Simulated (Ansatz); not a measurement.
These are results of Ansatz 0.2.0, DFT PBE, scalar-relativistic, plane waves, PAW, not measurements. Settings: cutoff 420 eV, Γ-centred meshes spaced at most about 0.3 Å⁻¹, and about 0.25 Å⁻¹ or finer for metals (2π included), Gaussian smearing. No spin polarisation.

All energies are static (0 K, no zero-point motion).

Question: Order these relaxed structures of Zr3H by energy, lowest first, with the energy over the lowest of them.
1.

```
Zr H
1.0
     3.25742    0.00000    0.00000
    -1.62871    2.82101    0.00000
     0.00000    0.00000    8.02322
Zr H
3 1
Direct
  0.00000 0.00000 0.99003
  0.33333 0.66667 0.34703
  0.66667 0.33333 0.66846
  0.00000 0.00000 0.24448
```

2.

```
Zr H
1.0
     3.22236    0.00000    0.00000
    -1.61118    2.79065    0.00000
     0.00000    0.00000   15.87461
Zr H
6 2
Direct
  0.33333 0.66667 0.08589
  0.66667 0.33333 0.58588
  0.33333 0.66667 0.41412
  0.66667 0.33333 0.91412
  0.33333 0.66667 0.75000
  0.66667 0.33333 0.25000
  0.00000 0.00000 0.00000
  0.00000 0.00000 0.50000
```

Answer: 1 (0 meV/atom), 2 (32 meV/atom). Forms: cell 1 P3m1; cell 2 P6_3/mmc. Counting Zr atoms around H (those within 1.25 times the shortest such distance or 1.15 times the sum of covalent radii): cell 1 has H 4; cell 2 has H 6. Both come from invented guesses. The lowest form computed isn't among them: it has space group Cmc2_1 (No. 36), 18.3 Å³/atom and lies 7 meV/atom below the best shown.

With hydrogen, zero-point motion can shift such differences by 10 meV/atom or more. Cells relaxed within their symmetry can be saddle points. Some structure types and database cells were kept out of the candidates from the start, so a known form may be missing.
